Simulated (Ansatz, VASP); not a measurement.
## Two plane-wave programs on ZnSe (Stilleite)

```
CELL_PARAMETERS angstrom
0.00000 2.83380 2.83380
2.83380 0.00000 2.83380
2.83380 2.83380 0.00000
ATOMIC_POSITIONS crystal
Se 0.75000 0.75000 0.75000
Zn 0.00000 0.00000 0.00000
```

Alike in both runs: task relaxation of cell and atoms; functional PBE; dispersion D4; k mesh 8 × 8 × 8; occupations fermi-dirac, width 0.05 eV; no spin polarisation.

```csv
,VASP,Ansatz
version,VASP 6.6.1,Ansatz 0.2.0
potentials or method,"VASP PAW PBE potentials, release 64 (Se, Zn)",Ansatz PAW
plane-wave cutoff (eV),600,420
valence electrons in the cell,18,28
```

Ansatz gave:

* relaxed volume (Å³/atom): 22.65
* relaxed cell length with the largest relative difference (Å): 4.001

Q: What did VASP give for the same quantities?

A: Relaxed volume (Å³/atom): 22.76; relaxed cell length with the largest relative difference (Å): 4.008.

The two sets of potentials don't hold the same shells in valence.

Caveats: the relaxation stopped at its first step, so nothing moved (VASP); the plane-wave basis is chosen anew once the cell has moved, so the energies of steps on either side of that aren't comparable (Ansatz).
